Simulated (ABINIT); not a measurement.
# Re (P6_3/mmc) in ABINIT: notebook, part 2 of 2

ABINIT 10.8.3 (patched build). Earlier steps stand in the parts before.

## 3. Single point, LDA

Contents of run.abi:

```
pp_dirpath "./"
pseudos "Re.LDA_PW-JTH.xml"

acell 3*1.0 Angstrom
rprim
     2.7663873939     0.0000000000     0.0000000000
    -1.3831936969     2.3957617598     0.0000000000
     0.0000000000     0.0000000000     8.9388451600
ntypat 1
znucl 75
natom 4
typat 1 1 1 1
xred
     0.6666666667     0.3333333333     0.7500000000
     0.0000000000     0.0000000000     0.5000000000
     0.3333333333     0.6666666667     0.2500000000
     0.0000000000     0.0000000000     0.0000000000

ecut 17.0
pawecutdg 34.0

kptopt 1
ngkpt 9 9 2
nshiftk 1
shiftk 0.0 0.0 0.0

ixc 7

nband 36
occopt 3
tsmear 0.05 eV

nstep 100
tolvrs 1.0e-9

iomode 3
prtwf 0
prtden 0
prteig 0
prtebands 0
```

Potentials or basis: JTH PAW LDA v2.0.

Started as:

```bash
> abinit run.abi > log 2>&1
```

run.abo:

```text
.Version 10.8.3 of ABINIT
 Symmetries : space group P6_3/m m c (#194); Bravais hP (primitive hexag.)
================================================================================
 Values of the parameters that define the memory need of the present run
     intxc =       0    ionmov =       0      iscf =      17    lmnmax =      18
     lnmax =       6     mgfft =      64  mpssoang =       3    mqgrid =    4434
     natom =       4  nloc_mem =       2    nspden =       1   nspinor =       1
    nsppol =       1      nsym =      24    n1xccc =       1    ntypat =       1
    occopt =       3   xclevel =       1
       mpw =        1374          nfft =       25600          nkpt =          24
 PAW method is used; the additional fine FFT grid is defined by:
   mgfftf=        90    nfftf =     81000
================================================================================
================================================================================

--------------------------------------------------------------------------------
------------- Echo of variables that govern the present computation ------------
--------------------------------------------------------------------------------
 -outvars: echo values of preprocessed input variables --------
            acell      1.8897261259E+00  1.8897261259E+00  1.8897261259E+00 Bohr
              amu      1.86207000E+02
             ecut      1.70000000E+01 Hartree
              ixc           7
         kptrlatt        9    0    0      0    9    0      0    0    2
          kptrlen      3.37839385E+01
            natom           4
            nband          36
            ngfft          20      20      64
          ngfftdg          30      30      90
             nkpt          24
            nstep         100
             nsym          24
           ntypat           1
           occopt           3
        pawecutdg      3.40000000E+01 Hartree
           prtden           0
        prtebands           0
           prteig           0
            prtwf           0
            rprim      2.7663873939E+00  0.0000000000E+00  0.0000000000E+00
                      -1.3831936969E+00  2.3957617598E+00  0.0000000000E+00
                       0.0000000000E+00  0.0000000000E+00  8.9388451600E+00
          spgroup         194
           tolvrs      1.00000000E-09
           tsmear      1.83746611E-03 Hartree
            typat      1  1  1  1
           useylm           1
           xangst      1.3831936970E+00  7.9858725327E-01  6.7041338700E+00
[... 179 lines left out ...]
   0.00004    0.00004    0.00000    0.00000
 prteigrs : prtvol=0 or 1, do not print more k-points.

--- !EnergyTerms
iteration_state     : {dtset: 1, }
comment             : Components of total free energy in Hartree
kinetic             :  7.36793723415446E+01
hartree             :  4.45395859789706E+01
xc                  : -4.93182747103504E+01
Ewald energy        : -2.80055508234199E+02
psp_core            :  2.87465969113814E+01
local_psp           : -1.25592556159530E+02
PAW spherical_terms : -1.42529641631010E+01
internal            : -3.22253748035284E+02
'-kT*entropy'       : -8.30329099403676E-04
total_energy        : -3.22254578364383E+02
total_energy_eV     : -8.76899380140899E+03
...

--- !EnergyTermsDC
iteration_state     : {dtset: 1, }
comment             : '"Double-counting" decomposition of free energy'
band_energy         : -4.14467483792589E+01
Ewald energy        : -2.80055508234199E+02
psp_core            :  2.87465969113814E+01
xc_dc               : -5.12510388155623E+01
PAW spherical_terms :  2.17529498750107E+01
internal            : -3.22253748642628E+02
'-kT*entropy'       : -8.30329099403676E-04
total_energy_dc     : -3.22254578971727E+02
total_energy_dc_eV  : -8.76899381793566E+03
...

--- !EnergyTermsWithPAWCore
iteration_state     : {dtset: 1, }
comment             : 'Components of total free energy, including PAW core contributions'
Total energy        : -6.67322938452440E+04
Total energy DC     : -6.67322938458514E+04
Total energy (eV)   : -1.81587822290324E+06
Total energy DC (eV): -1.81587822291976E+06
...

 Cartesian components of stress tensor (hartree/bohr^3)
  sigma(1 1)=  4.79882770E-04  sigma(3 2)=  0.00000000E+00
  sigma(2 2)=  4.79882772E-04  sigma(3 1)=  0.00000000E+00
  sigma(3 3)=  5.33119649E-04  sigma(2 1)= -1.51063167E-12

-Cartesian components of stress tensor (GPa)         [Pressure= -1.4641E+01 GPa]
- sigma(1 1)=  1.41186385E+01  sigma(3 2)=  0.00000000E+00
- sigma(2 2)=  1.41186386E+01  sigma(3 1)=  0.00000000E+00
- sigma(3 3)=  1.56849216E+01  sigma(2 1)= -4.44443182E-08

== END DATASET(S) ==============================================================
================================================================================

 -outvars: echo values of variables after computation  --------
            acell      1.8897261259E+00  1.8897261259E+00  1.8897261259E+00 Bohr
           etotal     -3.2225457897E+02
            fcart     -8.6918265825E-29  3.9030665469E-29  9.3400703527E-32
                      -3.2191950306E-30 -1.8586031174E-30 -3.1133567842E-32
                       9.3356655887E-29 -3.5313459234E-29 -3.1133567842E-32
                      -3.2191950306E-30 -1.8586031174E-30 -3.1133567842E-32
            rprim      2.7663873939E+00  0.0000000000E+00  0.0000000000E+00
                      -1.3831936969E+00  2.3957617598E+00  0.0000000000E+00
                       0.0000000000E+00  0.0000000000E+00  8.9388451600E+00
           strten      4.7988277043E-04  4.7988277202E-04  5.3311964918E-04
                       0.0000000000E+00  0.0000000000E+00 -1.5106316728E-12
           xangst      1.3831936970E+00  7.9858725327E-01  6.7041338700E+00
                       7.6782674489E-17 -2.2165248894E-16  4.4694225800E+00
                       3.3333484669E-11  1.5971745065E+00  2.2347112900E+00
                       7.6782674489E-17 -2.2165248894E-16  1.2405139638E-16
             xred      6.6666666667E-01  3.3333333333E-01  7.5000000000E-01
                      -1.8503717077E-17 -9.2518585385E-17  5.0000000000E-01
                       3.3333333333E-01  6.6666666667E-01  2.5000000000E-01
                      -1.8503717077E-17 -9.2518585385E-17  1.3877787808E-17
 Calculation completed.
```

It took 40 s on 1 thread of Arm Neoverse V1, shared host; peak memory 0.12 GiB.

What came out:

```
Free energy                                           : -8768.9938 eV
Band gap on the k mesh                                : none (metal or under the smearing width)
Valence electrons inside the program's atomic spheres : Re 12.10, 12.12 (radii [1.1719] Å)
```

Caveat: the cutoff is too short for stress, so the log's stress isn't used.

## 4. Single point, PBE

Changes to run.abi since step 3:

```diff
@@ -1,4 +1,6 @@
+# Pseudopotentials
 pp_dirpath "./"
-pseudos "Re.LDA_PW-JTH.xml"
+pseudos "Re.GGA_PBE-JTH.xml"
 
+# Structure
 acell 3*1.0 Angstrom
@@ -18,2 +20,3 @@
 
+# Plane-wave basis
 ecut 17.0
@@ -21,4 +24,5 @@
 
+# k points
 kptopt 1
-ngkpt 9 9 2
+ngkpt 14 14 4
 nshiftk 1
@@ -26,8 +30,11 @@
 
-ixc 7
+# Exchange and correlation
+ixc 11
 
+# Bands and occupations
 nband 36
 occopt 3
-tsmear 0.05 eV
+tsmear 0.00183747
 
+# SCF cycle
 nstep 100
@@ -35,2 +42,3 @@
 
+# Output
 iomode 3
@@ -40 +48,2 @@
 prtebands 0
+enunit 2
```

Potentials or basis: JTH PAW PBE v2.0.

Started as:

```bash
> abinit run.abi > log 2>&1
```

run.abo:

```text
.Version 10.8.3 of ABINIT
 Symmetries : space group P6_3/m m c (#194); Bravais hP (primitive hexag.)
================================================================================
 Values of the parameters that define the memory need of the present run
     intxc =       0    ionmov =       0      iscf =      17    lmnmax =      18
     lnmax =       6     mgfft =      64  mpssoang =       3    mqgrid =    4434
     natom =       4  nloc_mem =       2    nspden =       1   nspinor =       1
    nsppol =       1      nsym =      24    n1xccc =       1    ntypat =       1
    occopt =       3   xclevel =       2
       mpw =        1372          nfft =       25600          nkpt =          72
 PAW method is used; the additional fine FFT grid is defined by:
   mgfftf=        90    nfftf =     81000
================================================================================
================================================================================

[... 282 lines left out ...]

 -outvars: echo values of variables after computation  --------
            acell      1.8897261259E+00  1.8897261259E+00  1.8897261259E+00 Bohr
           etotal     -3.2092521218E+02
            fcart     -1.3681578880E-28  4.1911500300E-28  5.8375439704E-32
                      -5.3116718004E-29 -9.0142251197E-29 -1.9458479901E-32
                       2.4304922481E-28 -2.3883050060E-28 -1.9458479901E-32
                      -5.3116718004E-29 -9.0142251197E-29 -1.9458479901E-32
            rprim      2.7663873939E+00  0.0000000000E+00  0.0000000000E+00
                      -1.3831936969E+00  2.3957617598E+00  0.0000000000E+00
                       0.0000000000E+00  0.0000000000E+00  8.9388451600E+00
           strten     -3.8789150202E-05 -3.8789148604E-05 -8.6058140408E-06
                       0.0000000000E+00  0.0000000000E+00 -1.5116512445E-12
           xangst      1.3831936970E+00  7.9858725327E-01  6.7041338700E+00
                       7.6782674489E-17 -2.2165248894E-16  4.4694225800E+00
                       3.3333484669E-11  1.5971745065E+00  2.2347112900E+00
                       7.6782674489E-17 -2.2165248894E-16  1.2405139638E-16
             xred      6.6666666667E-01  3.3333333333E-01  7.5000000000E-01
                      -1.8503717077E-17 -9.2518585385E-17  5.0000000000E-01
                       3.3333333333E-01  6.6666666667E-01  2.5000000000E-01
                      -1.8503717077E-17 -9.2518585385E-17  1.3877787808E-17
 Calculation completed.
```

It took 2 min on 1 thread of Arm Neoverse V1, shared host; peak memory 0.19 GiB.

What came out:

```yaml
Free_energy: -8732.8199 eV
Band_gap_on_the_k_mesh: none (metal or under the smearing width)
Valence_electrons_inside_the_program's_atomic_spheres: Re 12.09, 12.11 (radii [1.1719] Å)
```

Caveat: the cutoff is too short for stress, so the log's stress isn't used. The run has no spin-orbit coupling, so splittings on Re are missing.

## 5. Single point, PBE

Changes to run.abi since step 4:

```diff
@@ -1,2 +1 @@
-# Pseudopotentials
 pp_dirpath "./"
@@ -4,3 +3,2 @@
 
-# Structure
 acell 3*1.0 Angstrom
@@ -20,9 +18,7 @@
 
-# Plane-wave basis
-ecut 17.0
+ecut 462.593566 eV
 pawecutdg 34.0
 
-# k points
 kptopt 1
-ngkpt 14 14 4
+ngkpt 7 7 2
 nshiftk 1
@@ -30,6 +26,4 @@
 
-# Exchange and correlation
 ixc 11
 
-# Bands and occupations
 nband 36
@@ -38,3 +32,2 @@
 
-# SCF cycle
 nstep 100
@@ -42,3 +35,2 @@
 
-# Output
 iomode 3
@@ -48,2 +40 @@
 prtebands 0
-enunit 2
```

Started as:

```bash
> abinit run.abi > log 2>&1
```

Wall time 31 s (1 thread of Arm Neoverse V1, shared host); peak memory 0.13 GiB.

It converged, with:

| Quantity | Value |
| --- | --- |
| Free energy | -8732.8350 eV |
| Band gap on the k mesh | none (metal or under the smearing width) |
| Valence electrons inside the program's atomic spheres | Re 12.09, 12.11 (radii [1.1719] Å) |

Levels at points of the mesh, in eV from the Fermi level:
| k point | band 28 | band 29 | band 30 | band 31 | band 32 | band 33 |
| --- | --- | --- | --- | --- | --- | --- |
| (0.00, 0.00, 0.00) | -1.20 | -1.20 | -1.11 | -1.11 | 0.45 | 0.64 |
| (0.00, 0.00, 0.50) | -1.43 | -1.43 | -1.43 | -1.14 | -1.14 | 1.17 |

Caveat: the k mesh is coarse (spacing up to 0.37 Å⁻¹), so the values aren't converged; the cutoff is too short for stress, so the log's stress isn't used. The run has no spin-orbit coupling, so splittings on Re are missing.

## 6. Summary

```csv
level,potentials or basis,k mesh,mesh quality,gap on the mesh (eV)
PBEsol,JTH PAW PBE v2.0,7 × 7 × 2,coarse,none
LDA,JTH PAW LDA v2.0,9 × 9 × 2,not flagged,none
PBE,JTH PAW PBE v2.0,14 × 14 × 4,not flagged,none
PBE,JTH PAW PBE v2.0,7 × 7 × 2,coarse,none
```

Alike in all rows: task single point; no spin polarisation; cell as given; cutoff (eV) 463; smearing fermi-dirac 0.05 eV.

Caveats: some runs use coarse meshes; the PAW data sets were made with another functional, which shifts forces and pressure a little (some runs).

Absolute energies hang on the potentials; compare differences alone.
